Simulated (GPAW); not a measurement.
The system is Ti.

```
CELL_PARAMETERS angstrom
0.00000 2.03000 2.03000
2.03000 0.00000 2.03000
2.03000 2.03000 0.00000
ATOMIC_POSITIONS crystal
Ti 0.00000 0.00000 0.00000
```

This isn't the form of Ti at room conditions, which is hcp.

* Program: GPAW 26.7.0
* Task: single point
* Functional: PBEsol
* Potentials or basis: PAW data sets generated in the run's folder for this functional
* Cutoff: 600 eV
* Basis: pw
* k mesh: 11 × 11 × 11
* Occupations: fermi-dirac, width 0.05 eV
* Spin: no spin polarisation

On this cell: pressure -0.9 GPa; band gap on the k mesh none (metal or under the smearing width).

The same run follows on a disturbed copy (cell strained at random at fixed volume):

```
Ti
1.0
     0.02177    1.99869    2.03132
     2.00646    0.00299    2.05009
     2.03951    2.05051   -0.03005
Ti
1
Direct
  0.98433 0.00381 0.00663
```

Question: What does the disturbed cell give?

Answer: The energy (extrapolated to zero smearing) moves by +5.8 meV/atom; pressure -0.8 GPa; band gap on the k mesh none (metal or under the smearing width).

Stress tensor (GPa, compression positive):
```
-0.28 -1.80  0.18
-1.80 -0.53  1.49
 0.18  1.49 -1.70
```
